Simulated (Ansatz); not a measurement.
# ZnO (zincite): band structure with PBEsol

**Experimental background.**

“Electronic structure of alkaline earth and post-transition metal oxides”, 2009, arxiv:0908.1581 quotes, for a bulk crystal of ZnO: band gap 3.37 eV.

The system is ZnO (zincite).

```
CELL_PARAMETERS angstrom
3.24931 0.00000 0.00000
-1.62465 2.81398 0.00000
0.00000 0.00000 5.20571
ATOMIC_POSITIONS crystal
Zn 0.66667 0.33333 0.00000
Zn 0.33333 0.66667 0.50000
O 0.33333 0.66667 0.87901
O 0.66667 0.33333 0.37901
```

| Item | Value |
| --- | --- |
| Program | Ansatz 0.2.0 |
| Task | band structure |
| Functional | PBEsol |
| Potentials or basis | all-electron PAW datasets made for the crystal |
| Cutoff | 460 eV (chosen from the basis error) |
| k mesh | 9 × 9 × 5 |
| Occupations | fermi-dirac, width 0.05 eV |
| Spin | no spin polarisation |

| Property | Result |
| --- | --- |
| Pressure | -1.5 GPa |
| Largest force | 0.062 eV/Å |
| Band gap on the k mesh | 0.72 eV, direct |
| Band gap along the path | 0.72 eV, direct |

Forces in eV/Å, atoms in the order of the input:
```
Zn   0.000  0.000 -0.062
Zn   0.000  0.000 -0.062
O    0.000  0.000  0.062
O    0.000  0.000  0.062
```

Stress tensor (GPa, compression positive):
```
-2.07  0.00  0.00
 0.00 -2.07  0.00
 0.00  0.00 -0.43
```

Levels at the corners of the path, in eV from the valence-band top:
| point | band 14 | band 15 | band 16 | band 17 | band 18 | band 19 | band 20 | band 21 | band 22 |
| --- | --- | --- | --- | --- | --- | --- | --- | --- | --- |
| Γ | -0.81 | -0.81 | -0.07 | 0.00 | 0.00 | 0.72 | 5.14 | 8.16 | 12.76 |
| M | -3.55 | -2.85 | -2.29 | -1.30 | -0.83 | 5.71 | 6.73 | 7.50 | 8.44 |
| K | -3.53 | -3.53 | -1.93 | -1.93 | -1.72 | 7.54 | 7.64 | 7.64 | 8.01 |
| Γ | -0.81 | -0.81 | -0.07 | 0.00 | 0.00 | 0.72 | 5.14 | 8.16 | 12.76 |
| A | -2.25 | -0.40 | -0.40 | -0.40 | -0.40 | 3.40 | 3.40 | 10.01 | 10.01 |
| L | -3.77 | -1.51 | -1.51 | -1.36 | -1.36 | 5.61 | 5.61 | 8.36 | 8.36 |
| H | -3.72 | -2.71 | -2.71 | -1.23 | -1.23 | 7.87 | 7.87 | 7.94 | 7.94 |
| A | -2.25 | -0.40 | -0.40 | -0.40 | -0.40 | 3.40 | 3.40 | 10.01 | 10.01 |

It took 52 s on 2 threads of Intel(R) Xeon(R) Processor @ 2.50GHz (Skylake/Cascade Lake), with other jobs on the host, peak memory 0.8 GiB.

Against the measured gap of ZnO, 3.37 eV (quoted in “Electronic structure of alkaline earth and post-transition metal oxides”, 2009, arxiv:0908.1581), the calculated 0.72 eV is off by -2.65 eV. So large a miss can be the level of theory's own, or it may mean another phase, state or a wrong row. The value is that of PBEsol, without temperature or zero-point motion. Semilocal functionals fall short of measured gaps as a rule.
